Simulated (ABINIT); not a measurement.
The system is Ir.

```xyz
2
Lattice="2.7514 0.0000 0.0000 -1.3757 2.3828 0.0000 0.0000 0.0000 4.4623" Properties=species:S:1:pos:R:3 pbc="T T T"
Ir    0.0000    1.5885    1.1156
Ir    1.3757    0.7943    3.3467
```

This isn't the form of Ir at room conditions, which is fcc.

| Item | Value |
| --- | --- |
| Program | ABINIT 10.8.3 (patched build) |
| Task | single point |
| Functional | PBEsol |
| Potentials or basis | JTH PAW PBE v2.0 |
| Cutoff | 435 eV |
| k mesh | 11 × 11 × 6 |
| Occupations | fermi-dirac, width 0.05 eV |
| Spin | no spin polarisation |

On this cell: pressure -11.8 GPa; largest force under 0.003 eV/Å; band gap on the k mesh none (metal or under the smearing width).

The same run follows on a disturbed copy (atoms moved at random, drawn with an rms of 0.05 Å):

```xyz
2
Lattice="2.7514 0.0000 0.0000 -1.3757 2.3828 0.0000 0.0000 0.0000 4.4623" Properties=species:S:1:pos:R:3 pbc="T T T"
Ir    0.0379    1.5758    1.1474
Ir    1.3111    0.8221    3.3311
```

Question: What changes?

Answer: The energy (extrapolated to zero smearing) moves by +20.3 meV/atom; pressure -11.0 GPa; largest force 0.763 eV/Å; band gap on the k mesh none (metal or under the smearing width).

Forces on the atoms (eV/Å):
```
Ir  -0.488  0.201 -0.551
Ir   0.488 -0.201  0.551
```

Stress tensor (GPa, compression positive):
```
-10.83  -0.65   1.20
 -0.65 -11.49  -0.53
  1.20  -0.53 -10.60
```

Caveats: the PAW data sets were made with another functional, which shifts forces and pressure a little; the atomic spheres overlap (some runs).
